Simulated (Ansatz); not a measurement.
Base system: PbF$_{2}$ in the fluorite structure (space group Fm-3m, No. 225; a = 5.899 Å). Axes: x, y, z lie along the cube axes.

One thing is altered: tensile biaxial strain of 2.65 % in the plane normal to [111], as in epitaxy on a mismatched substrate; the out-of-plane cell vector and the atoms relax.

Levels (all Ansatz, a quantum-chemistry and plane-wave program, PAW): PBEsol (420 eV, no spin-orbit coupling); HSE06+SOC (420 eV, spin-orbit coupling included).

The geometry is relaxed with PBEsol.

```
Quantity          Result
---------------  -------
PBEsol band gap  4.30 eV
```

Question: What does HSE06+SOC give at this geometry for the band gap?

Answer: The band gap rises by 1.04 eV (4.30 eV → 5.34 eV).

Single points use the geometry relaxed with PBEsol. HSE06 gaps are upper bounds (no full band path). Differences between runs with and without spin-orbit coupling are approximate. With Pb present, leaving out spin-orbit coupling can change the band edges. Stability against distortions was not tested.
